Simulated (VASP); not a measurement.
A run of VASP 6.6.1 is set up as follows.

Contents of POSCAR:

```
Y
1.0
   -1.8860180000      1.8860180000      1.8860180000
    1.8860180000     -1.8860180000      1.8860180000
    1.8860180000      1.8860180000     -1.8860180000
Y
1
Direct
    0.0000000000      0.0000000000      0.0000000000
```

INCAR.step1

```
PREC     = Accurate       # precision mode
ENCUT    = 600            # plane-wave cutoff, eV
ISMEAR   = -1             # smearing method
SIGMA    = 0.1            # smearing width, eV
LREAL    = False          # projectors in reciprocal space
LASPH    = True           # aspherical terms in the spheres
NELM     = 80             # most SCF steps
GGA      = PE             # functional
ALGO     = Normal         # electronic algorithm
EDIFF    = 1E-4           # SCF threshold, eV
LWAVE    = True           # write WAVECAR
LCHARG   = False          # write CHGCAR
```

Contents of INCAR.step2:

```
PREC     = Accurate       # precision mode
ENCUT    = 600            # plane-wave cutoff, eV
EDIFF    = 1E-6           # SCF threshold, eV
ISMEAR   = -1             # smearing method
SIGMA    = 0.1            # smearing width, eV
LREAL    = False          # projectors in reciprocal space
LASPH    = True           # aspherical terms in the spheres
NELM     = 80             # most SCF steps
ALGO     = Normal         # electronic algorithm
ISIF     = 3              # what is computed and relaxed
LWAVE    = False          # write WAVECAR
LCHARG   = False          # write CHGCAR
METAGGA  = R2SCAN         # meta-GGA
LMIXTAU  = True         
IBRION   = 2              # ionic algorithm
NSW      = 60             # ionic steps
EDIFFG   = -0.01          # ionic threshold
ISTART   = 1
```

KPOINTS

```
regular mesh
0
Gamma
  7 7 7
```

Potentials or basis: VASP PAW PBE potentials, release 64 (Y_sv).

The run is started by

```console
$ cat potpaw_PBE.64/Y_sv/POTCAR > POTCAR
$ cp INCAR.step1 INCAR
$ mpirun -np 1 vasp_std > vasp.out
$ cp INCAR.step2 INCAR
$ mpirun -np 1 vasp_std > vasp.out
```

Q: What does it give for the relaxed volume?

A: 33.68 Å³/atom.

Q: Estimate the space group after relaxing (to 0.05 Å).

A: Im-3m (No. 229).

Q: Predict the band gap on the k mesh.

A: None (metal or under the smearing width).

Q: What does it give for the relaxed cell?

A: a = 3.524 Å, b = 3.524 Å, c = 3.524 Å, α = 109.47°, β = 109.47°, γ = 109.47°.

Final structure:
```
Y
1.0
    -2.03435    2.03435    2.03435
     2.03435   -2.03435    2.03435
     2.03435    2.03435   -2.03435
Y
1
Direct
  0.00000 0.00000 0.00000
```

Caveat: the volume moved by over 15 % at a fixed basis, so the end points are rough; the PAW data sets were made with another functional, which shifts forces and pressure a little.
